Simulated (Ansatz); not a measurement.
**LiCl: the cell at several levels of theory**

An exercise on one series of results from a longer session: the logs are not shown, and one member is left open.

Program: Ansatz 0.2.0. PAW datasets, plane waves, zero pressure. Values at 0 K without nuclear motion; spin polarisation is off, and the phase may be a hypothetical one.

### The system as given

This is the cell as the run starts from it, not yet at rest; its lengths are not the crystal's.

The symmetry is F-43m (No. 216, cubic); conventional cell a = 4.859 Å, 14.34 Å³ an atom. Around Li lie 4 Cl at 2.10 Å; around Cl lie 4 Li at 2.10 Å.

The structure in full:

```xyz
2
Lattice="0.0000 2.4293 2.4293 2.4293 0.0000 2.4293 2.4293 2.4293 0.0000" Properties=species:S:1:pos:R:3 pbc="T T T"
Li    0.0000    0.0000    0.0000
Cl    1.2146    1.2146    1.2146
```

Set-up of the first run:

Contents of input.yaml:

```yaml
crystal:
  lattice:
    - [0.0, 2.4292589926, 2.4292589926]
    - [2.4292589926, 0.0, 2.4292589926]
    - [2.4292589926, 2.4292589926, 0.0]
  atoms:
    - { symbol: Li, position: [0.0, 0.0, 0.0] }
    - { symbol: Cl, position: [0.25, 0.25, 0.25] }
kpoints:
  mp_grid: { grid: [8, 8, 8] }
hamiltonian:
  xc: pbe
scf:
  occupations: { method: fermi_dirac, width: 0.02 }
relax:
  f_tol: 0.005
  cell: {}
output:
  write_density: true
  write_potential: true
  elf: true
  volumetric_format: npy
```

Launch:

```console
ansatz run input.yaml --threads 2 --pin off --max-ram 2211MiB --backend cpu --events-out ev --progress --plain --runs-dir out
```

Among the steps run: Relaxing with PBE; r2SCAN: cell and atoms; Relaxation with PBEsol; Relaxing with LDA; Relaxation with HSE06.

One of the session's tables, all rows but one given; the rest of the session is left out.

It belongs to the step «The cells side by side». 

| level | a (Å) | volume (Å³/atom) |
| --- | --- | --- |
| PBE | 5.515 | 20.966 |
| r2SCAN | 5.466 | 20.415 |
| PBEsol | ? | ? |
| LDA | 5.325 | 18.876 |
| HSE06 | 5.480 | 20.570 |

Q: Estimate the row for PBEsol from the others.

**Answer.** a (Å): 5.439; volume (Å³/atom): 20.112. In the column «a (Å)» it lies between LDA (5.325) and r2SCAN (5.466).

The first relaxation changed the volume by +46.2 % from the start. The volume runs from LDA (least) to PBE (most), a spread of 11.1 %, or 3.6 % in length if all axes shared it alike. The meshes differ: PBE 8×8×8, r2SCAN 8×8×8, PBEsol 8×8×8, LDA 8×8×8, HSE06 6×6×6.
